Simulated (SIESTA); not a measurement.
## PbSe (Clausthalite) under changes of volume

One of the cells (28.671 Å³/atom); the others are scaled copies at fixed shape and fractional positions:

```
Pb Se
1.0
     0.00000    3.06065    3.06065
     3.06065    0.00000    3.06065
     3.06065    3.06065    0.00000
Pb Se
1 1
Direct
  0.00000 0.00000 0.00000
  0.50000 0.50000 0.50000
```

- Program: SIESTA 5.4.2
- Functional: BP86
- Potentials or basis: PseudoDojo 0.4 standard (PBE files)
- Basis: DZP (energy shift 0.002 Ry)
- Grid cutoff: 500 Ry
- Energy shift: 0.002 Ry
- k mesh: 8 × 8 × 8
- Occupations: fermi-dirac, width 0.05 eV
- Spin: no spin polarisation

```tsv
volume (Å³/atom)	energy over the lowest point (meV/atom)	pressure (GPa)	gap on the mesh (eV)
26.951	98.49	8.8	0.23
27.524	?	?	?
28.097	46.33	5.8	0.36
28.671	28.20	4.4	0.42
29.244	14.52	3.2	0.48
29.818	5.74	2.1	0.54
30.391	0.00	1.1	0.59
```

Task: What does the run at 27.524 Å³/atom give?

Result: Energy over the lowest point 69.72 meV/atom; pressure 7.2 GPa; gap on the mesh 0.30 eV.

Worked out: A Birch-Murnaghan fit of order 3 (a polynomial in V^(-2/3)) to the other rows has its minimum at 31.04 Å³/atom, just outside them, with B0 = V·E''(V) = 46 GPa and B' = 4.5. It gives 69.53 meV/atom at 27.524 Å³/atom, against the run's 69.72, and -dE/dV = 7.3 GPa, against 7.2. A straight line through the other rows of the gap, of slope 3.01 eV per unit of ln V (its deformation potential), gives 0.30 eV, against the run's 0.30.

Energies are extrapolated to zero smearing.

Caveats: semicore shells carry a single zeta, which can move pressures by several GPa and volumes by a few percent; the potentials were made for another functional, which shifts forces and pressure; spin-orbit coupling is left out, which as a rule narrows the gap of such compounds by several tenths of an eV; the basis of atomic orbitals isn't converged, which shifts pressures, moduli and gaps.

A mesh can miss the band edges.
